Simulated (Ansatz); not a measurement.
# Os: the cost of one run

Program: Ansatz 0.2.0. Level of theory: DFT PBE, scalar-relativistic, plane waves, PAW. These are calculated values, not measurements.

## Step 1: The system as given

The structure is cubic, space group Pm-3n (No. 223). The conventional cell has a = 4.857 Å, b = 4.857 Å, c = 4.857 Å, α = 90.00°, β = 90.00°, γ = 90.00°. Around Os (site symmetry m-3) lie 12 Os at 2.71 Å. Os (site symmetry -4m2) has 6 Os at 2.43 to 2.71 Å as nearest neighbours.

Structure file:

```cif
data_structure
_symmetry_space_group_name_H-M 'P 1'
_symmetry_Int_Tables_number 1
_cell_length_a 4.8565
_cell_length_b 4.8565
_cell_length_c 4.8565
_cell_angle_alpha 90.000
_cell_angle_beta 90.000
_cell_angle_gamma 90.000
_cell_volume 114.54
loop_
_atom_site_label
_atom_site_type_symbol
_atom_site_fract_x
_atom_site_fract_y
_atom_site_fract_z
_atom_site_occupancy
Os1 Os 0.50000 0.50000 0.50000 1
Os2 Os 0.00000 0.00000 0.00000 1
Os3 Os 0.25000 0.00000 0.50000 1
Os4 Os 0.50000 0.25000 0.00000 1
Os5 Os 0.50000 0.75000 0.00000 1
Os6 Os 0.75000 0.00000 0.50000 1
Os7 Os 0.00000 0.50000 0.75000 1
Os8 Os 0.00000 0.50000 0.25000 1
```

This is candidate A: beta-tungsten (A15) type (Pm-3n, No. 223).

(A quick probe on a coarse mesh, which set the mesh and smearing, is not shown.)

## Step 3: Coarse relaxation (candidate A)

input.yaml reads:

```yaml
crystal:
  lattice:
    - [4.8565177879, 0.0, 0.0]
    - [0.0, 4.8565177879, 0.0]
    - [0.0, 0.0, 4.8565177879]
  atoms:
    - { symbol: Os, position: [0.5, 0.5, 0.5] }
    - { symbol: Os, position: [0.0, 0.0, 0.0] }
    - { symbol: Os, position: [0.25, 0.0, 0.5] }
    - { symbol: Os, position: [0.5, 0.25, 0.0] }
    - { symbol: Os, position: [0.5, 0.75, 0.0] }
    - { symbol: Os, position: [0.75, 0.0, 0.5] }
    - { symbol: Os, position: [0.0, 0.5, 0.75] }
    - { symbol: Os, position: [0.0, 0.5, 0.25] }
basis:
  ecutwfc: 420
kpoints:
  mp_grid: { grid: [4, 4, 4] }
hamiltonian:
  xc: pbe
scf:
  occupations: { method: gaussian, width: 0.1 }
  lower_state_search: "off"
output:
  forces: true
  stress: true
  eigenvalues: true
relax:
  adjacent_minimum: "off"
  f_tol: 0.04
  max_steps: 70
  cell: { stress_tol: 0.4 }
```

**Question.** How long does this run take on 1 thread of an x86-64 CPU, shared host, and how much memory does it need?

About 31 s, with a peak of 0.55 GiB.
